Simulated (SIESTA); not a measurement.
The system is CdSe (Cadmoselite).

```
Cd Se
1.0
     4.30000    0.00000    0.00000
    -2.15000    3.72391    0.00000
     0.00000    0.00000    7.02000
Cd Se
2 2
Direct
  0.66667 0.33333 0.50000
  0.33333 0.66667 0.00000
  0.66667 0.33333 0.88500
  0.33333 0.66667 0.38500
```

Program: SIESTA 5.4.2. Alike in all runs: task band structure; no spin polarisation; cell as given; k mesh 7 × 7 × 4; smearing fermi-dirac 0.05 eV; grid cutoff 800 Ry; energy shift 0.003 Ry.

Order these runs on this cell by their pressure, lowest first.
A. level BLYP; potentials or basis PseudoDojo 0.4 standard (PBE files), DZP (energy shift 0.003 Ry; two zetas on semicore shells)
B. level PBE; potentials or basis PseudoDojo 0.4 standard (PBE files), TZP (energy shift 0.003 Ry; two zetas on semicore shells)
C. level vdW-DF-cx; potentials or basis PseudoDojo 0.4 standard (PBE files), DZP (energy shift 0.003 Ry; two zetas on semicore shells)

C (1.0 GPa), B (3.4 GPa), A (5.8 GPa).

Caveats: the basis of atomic orbitals isn't converged, which shifts pressures, moduli and gaps; the potentials were made for another functional, which shifts forces and pressure (some runs).
